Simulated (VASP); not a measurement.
# Ga2O3 (C2/m) in VASP: a series of runs, part 2 of 3

VASP 6.6.1.

### 3 Band structure, PBEsol, spin-orbit coupling, no magnetisation

The input, INCAR:

```
SYSTEM = Ga2O3
PREC = Accurate ; ENCUT = 520
EDIFF = 1E-6 ; ISMEAR = 0
SIGMA = 0.03 ; LREAL = .False.
LASPH = .True. ; NELM = 80
ALGO = Normal ; ISIF = 2
LWAVE = .False. ; LCHARG = .False.
MAGMOM = 0 0 0 0 0 0 0 0 0 0 0 0 0 0 0 0 0 0 0 0 0 0 0 0 0 0 0 0 0 0 ; LORBIT = 11
LSORBIT = .True. ; GGA_COMPAT = .False.
GGA = PS ; NBANDS = 110
KPAR = 4
```

The input, KPOINTS:

```
Automatic mesh
0
Gamma
  8 8 4
  0 0 0
```

The input, POSCAR:

```
Ga2O3                                   
1.0
    6.1372135066     -1.5245740791      0.0077636024
    6.1372135066      1.5245740791      0.0077636024
   -1.3856956690      0.0000000000      5.6439506799
  Ga              O             
     4     6
Direct
     0.0904460712728817    0.0904460712728817    0.7951699098881900
     0.9095539287271183    0.9095539287271183    0.2048300901118099
     0.6587144043756198    0.6587144043756198    0.3141629936152404
     0.3412855956243802    0.3412855956243802    0.6858370063847595
     0.1652143760921523    0.1652143760921523    0.1093128317958439
     0.8347856239078477    0.8347856239078477    0.8906871682041562
     0.1732094773292245    0.1732094773292245    0.5628329862863374
     0.8267905226707757    0.8267905226707757    0.4371670137136625
     0.4962355413631818    0.4962355413631818    0.2560002972435891
     0.5037644586368184    0.5037644586368184    0.7439997027564108
```

The input, KPOINTS_OPT:

```
explicit points
78
Reciprocal
 0.0000000000  0.5000000000  0.0000000000 1
 0.0000000000  0.4444444444  0.0000000000 1
 0.0000000000  0.3888888889  0.0000000000 1
 0.0000000000  0.3333333333  0.0000000000 1
 0.0000000000  0.2777777778  0.0000000000 1
 0.0000000000  0.2222222222  0.0000000000 1
 0.0000000000  0.1666666667  0.0000000000 1
 0.0000000000  0.1111111111  0.0000000000 1
 0.0000000000  0.0555555556  0.0000000000 1
 0.0000000000  0.0000000000  0.0000000000 1
 0.0000000000  0.0000000000  0.0000000000 1
 0.0000000000  0.0000000000 -0.0555555556 1
 0.0000000000  0.0000000000 -0.1111111111 1
 0.0000000000  0.0000000000 -0.1666666667 1
 0.0000000000  0.0000000000 -0.2222222222 1
 0.0000000000  0.0000000000 -0.2777777778 1
 0.0000000000  0.0000000000 -0.3333333333 1
 0.0000000000  0.0000000000 -0.3888888889 1
 0.0000000000  0.0000000000 -0.4444444444 1
 0.0000000000  0.0000000000 -0.5000000000 1
 0.0000000000  0.5000000000 -0.5000000000 1
 0.0000000000  0.4444444444 -0.4444444444 1
 0.0000000000  0.3888888889 -0.3888888889 1
 0.0000000000  0.3333333333 -0.3333333333 1
 0.0000000000  0.2777777778 -0.2777777778 1
 0.0000000000  0.2222222222 -0.2222222222 1
 0.0000000000  0.1666666667 -0.1666666667 1
 0.0000000000  0.1111111111 -0.1111111111 1
 0.0000000000  0.0555555556 -0.0555555556 1
 0.0000000000  0.0000000000  0.0000000000 1
 0.0000000000  0.0000000000  0.0000000000 1
-0.0555555556 -0.0555555556  0.0555555556 1
-0.1111111111 -0.1111111111  0.1111111111 1
-0.1666666667 -0.1666666667  0.1666666667 1
-0.2222222222 -0.2222222222  0.2222222222 1
-0.2777777778 -0.2777777778  0.2777777778 1
-0.3333333333 -0.3333333333  0.3333333333 1
-0.3888888889 -0.3888888889  0.3888888889 1
-0.4444444444 -0.4444444444  0.4444444444 1
-0.5000000000 -0.5000000000  0.5000000000 1
-0.5000000000  0.0000000000  0.5000000000 1
-0.4444444444  0.0000000000  0.4444444444 1
-0.3888888889  0.0000000000  0.3888888889 1
-0.3333333333  0.0000000000  0.3333333333 1
-0.2777777778  0.0000000000  0.2777777778 1
-0.2222222222  0.0000000000  0.2222222222 1
-0.1666666667  0.0000000000  0.1666666667 1
-0.1111111111  0.0000000000  0.1111111111 1
-0.0555555556  0.0000000000  0.0555555556 1
 0.0000000000  0.0000000000  0.0000000000 1
 0.0000000000  0.0000000000  0.0000000000 1
-0.0555555556 -0.0555555556  0.0000000000 1
-0.1111111111 -0.1111111111  0.0000000000 1
-0.1666666667 -0.1666666667  0.0000000000 1
-0.2222222222 -0.2222222222  0.0000000000 1
-0.2777777778 -0.2777777778  0.0000000000 1
-0.3333333333 -0.3333333333  0.0000000000 1
-0.3888888889 -0.3888888889  0.0000000000 1
-0.4444444444 -0.4444444444  0.0000000000 1
-0.5000000000 -0.5000000000  0.0000000000 1
-0.5000000000  0.0000000000  0.0000000000 1
-0.4444444444  0.0000000000  0.0000000000 1
-0.3888888889  0.0000000000  0.0000000000 1
-0.3333333333  0.0000000000  0.0000000000 1
-0.2777777778  0.0000000000  0.0000000000 1
-0.2222222222  0.0000000000  0.0000000000 1
-0.1666666667  0.0000000000  0.0000000000 1
-0.1111111111  0.0000000000  0.0000000000 1
-0.0555555556  0.0000000000  0.0000000000 1
 0.0000000000  0.0000000000  0.0000000000 1
 0.0000000000  0.0000000000  0.0000000000 1
 0.0000000000  0.5000000000 -0.5000000000 1
-0.5000000000 -0.5000000000  0.0000000000 1
-0.5000000000  0.0000000000  0.5000000000 1
-0.5000000000  0.0000000000  0.0000000000 1
 0.0000000000  0.5000000000  0.0000000000 1
 0.0000000000  0.0000000000 -0.5000000000 1
-0.5000000000 -0.5000000000  0.5000000000 1
```

Potentials or basis: VASP PAW PBE potentials, release 64 (Ga_d, O).

Run with:

```console
$ cat potpaw_PBE.64/Ga_d/POTCAR potpaw_PBE.64/O/POTCAR > POTCAR
$ mpirun -np 4 vasp_ncl > vasp.out
```

OUTCAR:

```text
SYSTEM = Ga2O3
   PREC = Accurate
   ENCUT = 520
   EDIFF = 1E-6
   ISMEAR = 0
   LREAL = .False.
   LASPH = .True.
   NELM = 80
   ISIF = 2
   LORBIT = 11
   LSORBIT = .True.
   GGA = PS

 ion  position               nearest neighbor table
   1  0.090  0.090  0.795-   5 1.84  10 1.84  10 1.84   7 1.87
   2  0.910  0.910  0.205-   6 1.84   9 1.84   9 1.84   8 1.87
   3  0.659  0.659  0.314-   9 1.94   5 1.95   5 1.95   8 2.02   7 2.08   7 2.08
   4  0.341  0.341  0.686-  10 1.94   6 1.95   6 1.95   7 2.02   8 2.08   8 2.08
   5  0.165  0.165  0.109-   1 1.84   3 1.95   3 1.95
   6  0.835  0.835  0.891-   2 1.84   4 1.95   4 1.95
   7  0.173  0.173  0.563-   1 1.87   4 2.02   3 2.08   3 2.08
   8  0.827  0.827  0.437-   2 1.87   3 2.02   4 2.08   4 2.08
   9  0.496  0.496  0.256-   2 1.84   2 1.84   3 1.94
  10  0.504  0.504  0.744-   1 1.84   1 1.84   4 1.94

  LATTYP: Found a base centered monoclinic cell.
 ALAT       =    12.2744368342
 B/A-ratio  =     0.2484145056
 C/A-ratio  =     0.4734692813
 COS(beta)  =    -0.2372087458

  Lattice vectors:

 A1 = (   6.1372135066,  -1.5245740791,   0.0077636024)
 A2 = (   6.1372135066,   1.5245740791,   0.0077636024)
 A3 = (  -1.3856956690,   0.0000000000,   5.6439506799)

Analysis of symmetry for initial positions (statically):
=====================================================================
 Subroutine PRICEL returns:
 Original cell was already a primitive cell.

 Routine SETGRP: Setting up the symmetry group for a
 base centered monoclinic supercell.

 Subroutine GETGRP returns: Found  4 space group operations
 (whereof  4 operations were pure point group operations)
 out of a pool of  4 trial point group operations.

The static configuration has the point symmetry C_2h.

Analysis of symmetry for dynamics (positions and initial velocities):
=====================================================================
 Subroutine PRICEL returns:
 Original cell was already a primitive cell.

 Routine SETGRP: Setting up the symmetry group for a
 base centered monoclinic supercell.

 Subroutine GETGRP returns: Found  4 space group operations
 (whereof  4 operations were pure point group operations)
 out of a pool of  4 trial point group operations.

The dynamic configuration has the point symmetry C_2h.

Analysis of structural, dynamic, and magnetic symmetry:
=====================================================================
 Subroutine PRICEL returns:
 Original cell was already a primitive cell.

 Routine SETGRP: Setting up the symmetry group for a
 base centered monoclinic supercell.

 Subroutine GETGRP returns: Found  4 space group operations
 (whereof  4 operations were pure point group operations)
 out of a pool of  4 trial point group operations.

The overall configuration has the point symmetry C_2h.

 Subroutine INISYM returns: Found  4 space group operations
[... 2655 lines left out ...]
  -------------------------------------------------------------------------------------
  Total        0.1327147      0.1434776      0.1380549      0.0000000      0.0000000      0.0073977
  in kB        2.0126194      2.1758398      2.0936041      0.0000000      0.0000000      0.1121855
  external PRESSURE =       2.0940211 kB  Pullay stress =       0.0000000 kB

 VOLUME and BASIS-vectors are now :
 -----------------------------------------------------------------------------
  energy-cutoff  :      520.00
  volume of cell :      105.65
      direct lattice vectors                 reciprocal lattice vectors
     6.137213507 -1.524574079  0.007763602     0.081444903 -0.327960449  0.019996250
     6.137213507  1.524574079  0.007763602     0.081444903  0.327960449  0.019996250
    -1.385695669  0.000000000  5.643950680    -0.000224065  0.000000000  0.177125842

 POSITION                                       TOTAL-FORCE (eV/Angst)
 -----------------------------------------------------------------------------------
      0.00831      0.00000      4.48930        -0.000452      0.000000     -0.000362
     10.88042      0.00000      1.17017         0.000452      0.000000      0.000362
      7.65001      0.00000      1.78335         0.001684      0.000000      0.000201
      3.23872      0.00000      3.87613        -0.001684      0.000000     -0.000201
      1.87644      0.00000      0.61952         0.003850      0.000000      0.000255
      9.01229      0.00000      5.03996        -0.003850      0.000000     -0.000255
      1.34613      0.00000      3.17929         0.001324      0.000000     -0.002994
      9.54260      0.00000      2.48019        -0.001324      0.000000      0.002994
      5.73627      0.00000      1.45256         0.001695      0.000000     -0.000972
      5.15246      0.00000      4.20692        -0.001695      0.000000      0.000972
 -----------------------------------------------------------------------------------
    total drift:                                0.000000      0.000000      0.000000

  FREE ENERGIE OF THE ION-ELECTRON SYSTEM (eV)
  ---------------------------------------------------
  free  energy   TOTEN  =       -63.9151669448 eV

  energy  without entropy=      -63.9151669448  energy(sigma->0) =      -63.91516694

 Spin-Orbit-Coupling matrix elements

 Ion:    1  E_soc:     -0.0101391
 l=   1
     0.0000000    -0.0009204    -0.0008697
    -0.0009204     0.0000000    -0.0008961
    -0.0008697    -0.0008961     0.0000000
 l=   2
     0.0000000    -0.0001579     0.0000000    -0.0001630    -0.0006459
    -0.0001579     0.0000000    -0.0004715    -0.0001539    -0.0001572
     0.0000000    -0.0004715     0.0000000    -0.0004793     0.0000000
    -0.0001630    -0.0001539    -0.0004793     0.0000000    -0.0001545
    -0.0006459    -0.0001572     0.0000000    -0.0001545     0.0000000
 l=   3
     0.0000000     0.0000000     0.0000000     0.0000000     0.0000000     0.0000000     0.0000000
     0.0000000     0.0000000     0.0000000     0.0000000     0.0000000     0.0000000     0.0000000
     0.0000000     0.0000000     0.0000000     0.0000000     0.0000000     0.0000000     0.0000000
     0.0000000     0.0000000     0.0000000     0.0000000     0.0000000     0.0000000     0.0000000
[... 169 lines left out ...]
 l=   2
     0.0000000     0.0000000     0.0000000     0.0000000     0.0000000
     0.0000000     0.0000000     0.0000000     0.0000000     0.0000000
     0.0000000     0.0000000     0.0000000     0.0000000     0.0000000
     0.0000000     0.0000000     0.0000000     0.0000000     0.0000000
     0.0000000     0.0000000     0.0000000     0.0000000     0.0000000
 l=   3
     0.0000000     0.0000000     0.0000000     0.0000000     0.0000000     0.0000000     0.0000000
     0.0000000     0.0000000     0.0000000     0.0000000     0.0000000     0.0000000     0.0000000
     0.0000000     0.0000000     0.0000000     0.0000000     0.0000000     0.0000000     0.0000000
     0.0000000     0.0000000     0.0000000     0.0000000     0.0000000     0.0000000     0.0000000
     0.0000000     0.0000000     0.0000000     0.0000000     0.0000000     0.0000000     0.0000000
     0.0000000     0.0000000     0.0000000     0.0000000     0.0000000     0.0000000     0.0000000
     0.0000000     0.0000000     0.0000000     0.0000000     0.0000000     0.0000000     0.0000000

 total charge

# of ion       s       p       d       tot
------------------------------------------
    1        0.734   0.868  10.273  11.875
    2        0.734   0.868  10.273  11.875
    3        0.662   0.727  10.250  11.638
    4        0.662   0.727  10.250  11.638
    5        1.548   3.492   0.000   5.040
    6        1.548   3.492   0.000   5.040
    7        1.553   3.483   0.000   5.037
    8        1.553   3.483   0.000   5.037
    9        1.545   3.524   0.000   5.068
   10        1.545   3.524   0.000   5.068
--------------------------------------------------
tot         12.084  24.188  41.045  77.317

 magnetization (x)

# of ion       s       p       d       tot
------------------------------------------
    1        0.000   0.000   0.000   0.000
    2        0.000   0.000   0.000   0.000
    3        0.000   0.000   0.000   0.000
    4        0.000   0.000   0.000   0.000
    5        0.000   0.000   0.000   0.000
    6        0.000   0.000   0.000   0.000
    7        0.000   0.000   0.000   0.000
    8        0.000   0.000   0.000   0.000
    9        0.000   0.000   0.000   0.000
   10        0.000   0.000   0.000   0.000
--------------------------------------------------
tot          0.000   0.000   0.000   0.000

 magnetization (y)

# of ion       s       p       d       tot
------------------------------------------
    1        0.000   0.000  -0.000   0.000
    2        0.000   0.000  -0.000   0.000
    3        0.000   0.000  -0.000  -0.000
    4        0.000   0.000  -0.000  -0.000
    5       -0.000  -0.000   0.000  -0.000
    6       -0.000  -0.000   0.000  -0.000
    7        0.000  -0.000   0.000  -0.000
    8        0.000  -0.000   0.000  -0.000
    9        0.000  -0.000   0.000   0.000
   10        0.000  -0.000   0.000   0.000
--------------------------------------------------
tot          0.000   0.000  -0.000   0.000

 magnetization (z)

# of ion       s       p       d       tot
------------------------------------------
    1        0.000   0.000   0.000   0.000
    2        0.000   0.000   0.000   0.000
    3        0.000   0.000   0.000   0.000
    4        0.000   0.000   0.000   0.000
    5        0.000   0.000   0.000   0.000
    6        0.000   0.000   0.000   0.000
    7        0.000   0.000   0.000   0.000
    8        0.000   0.000   0.000   0.000
    9        0.000   0.000   0.000   0.000
   10        0.000   0.000   0.000   0.000
--------------------------------------------------
tot          0.000   0.000   0.000   0.000
```

Run time: 26 min. Hardware: 4 MPI ranks of Intel Xeon Platinum 8559C (Emerald Rapids), shared host; peak memory 2.2 GiB.

Results:

```yaml
Free_energy: -63.9152 eV
Pressure: 0.2 GPa
Largest_force: 0.004 eV/Å
Valence_electrons_inside_the_program's_atomic_spheres: Ga 11.88, 11.64; O 5.04, 5.07
```

Forces on the atoms (eV/Å):
```
Ga   0.000  0.000  0.000
Ga   0.000  0.000  0.000
Ga   0.002  0.000  0.000
Ga  -0.002  0.000  0.000
O    0.004  0.000  0.000
O   -0.004  0.000  0.000
O    0.001  0.000 -0.003
O   -0.001  0.000  0.003
O    0.002  0.000 -0.001
O   -0.002  0.000  0.001
```

Caveat: the PAW data sets were made with another functional, which shifts forces and pressure a little.

(Continued in part 3 of 3.)
